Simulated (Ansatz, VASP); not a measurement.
Two plane-wave programs on Tc

```
Tc
1.0
     2.72421    0.00000    0.00000
    -1.36211    2.35924    0.00000
     0.00000    0.00000    4.35575
Tc
2
Direct
  0.33333 0.66667 0.25000
  0.66667 0.33333 0.75000
```

Alike in both runs: functional PBEsol; k mesh 18 × 18 × 10; occupations gaussian, width 0.05 eV; no spin polarisation.

Ansatz relaxed the structure, and its values are those at the end. VASP's run is a single point on that final structure, the one shown.

```csv
,VASP,Ansatz
version,VASP 6.6.1,Ansatz 0.2.0
potentials or method,"VASP PAW PBE potentials, release 64 (Tc_pv)","scalar-relativistic, plane waves, PAW"
plane-wave cutoff (eV),520,600
valence electrons in the cell,26,30
```

```tsv
	VASP	Ansatz	Ansatz less VASP
gap on the k mesh at the Fermi level (eV)	none	none	-
pressure (GPa)	-0.7	0.0	+0.66
```

A gap of «none» marks a metal or a gap that the smearing closes. The functional is the same, so the differences come from potentials, cutoffs and numerics. The two sets of potentials don't hold the same shells in valence.

Caveats: the PAW data sets were made with another functional, which shifts forces and pressure a little (VASP).
